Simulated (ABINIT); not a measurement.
A run of ABINIT 10.8.3 (patched build) is set up as follows.

File run.abi:

```
# Datasets: ground state, then fixed potential
ndtset 2

# Pseudopotentials
pp_dirpath "./"
pseudos "Ta.GGA_PBE-JTH.xml, N.GGA_PBE-JTH.xml"

# Structure
acell 3*1.0 Angstrom
rprim
     0.0000000000     2.2113230000     2.2113230000
     2.2113230000     0.0000000000     2.2113230000
     2.2113230000     2.2113230000     0.0000000000
ntypat 2
znucl 73 7
natom 2
typat 1 2
xred
     0.5000000000     0.5000000000     0.5000000000
     0.0000000000     0.0000000000     0.0000000000

# Plane-wave basis
ecut 25.0
pawecutdg 47.0

# Exchange and correlation
ixc 14

# Bands and occupations
occopt 3
tsmear 0.05 eV

# SCF cycle
nstep 100

# Output
iomode 3
prtwf 0
prteig 0
prtebands 0
prtden1 1

# Dataset 1
kptopt1 1
ngkpt1 10 10 10
nshiftk1 1
shiftk1 0.0 0.0 0.0
nband1 13
tolvrs1 1.0e-9

# Dataset 2: bands along G-X-W-K-G-L-U-W-L-K
iscf2 -2
getden2 1
nband2 17
nbdbuf2 2
tolwfr2 1.0e-12
kptopt2 -9
ndivsm2 6
prteig2 1
kptbounds2
     0.0000000000     0.0000000000     0.0000000000
     0.5000000000     0.0000000000     0.5000000000
     0.5000000000     0.2500000000     0.7500000000
     0.3750000000     0.3750000000     0.7500000000
     0.0000000000     0.0000000000     0.0000000000
     0.5000000000     0.5000000000     0.5000000000
     0.6250000000     0.2500000000     0.6250000000
     0.5000000000     0.2500000000     0.7500000000
     0.5000000000     0.5000000000     0.5000000000
     0.3750000000     0.3750000000     0.7500000000
```

Potentials or basis: JTH PAW PBE v2.0.

Command:

```bash
$ abinit run.abi > log 2>&1
```

Problem. What does it give for the band gap on the k mesh?

Solution. None (metal or under the smearing width).

Levels at the corners of the path, in eV from the Fermi level:
```
point  band 7  band 8  band 9  band 10  band 11  band 12
    Γ   -3.81   -3.81   -2.08    -2.08    -2.08     0.05
    X   -5.38   -4.64   -4.64     2.05     3.43     3.43
    W   -6.76   -6.76   -0.21    -0.21     3.44     3.89
    K   -6.80   -6.13   -2.22     2.39     2.47     4.39
    Γ   -3.81   -3.81   -2.08    -2.08    -2.08     0.05
    L   -7.48   -7.48    1.83     1.83     1.92     3.69
    U   -6.80   -6.13   -2.22     2.39     2.47     4.39
    W   -6.76   -6.76   -0.21    -0.21     3.44     3.89
    L   -7.48   -7.48    1.83     1.83     1.92     3.69
    K   -6.80   -6.13   -2.22     2.39     2.47     4.39
```

Caveat: the highest band is partly filled, so the run has too few bands; spin-orbit coupling is left out, which moves the levels of the heavy elements.
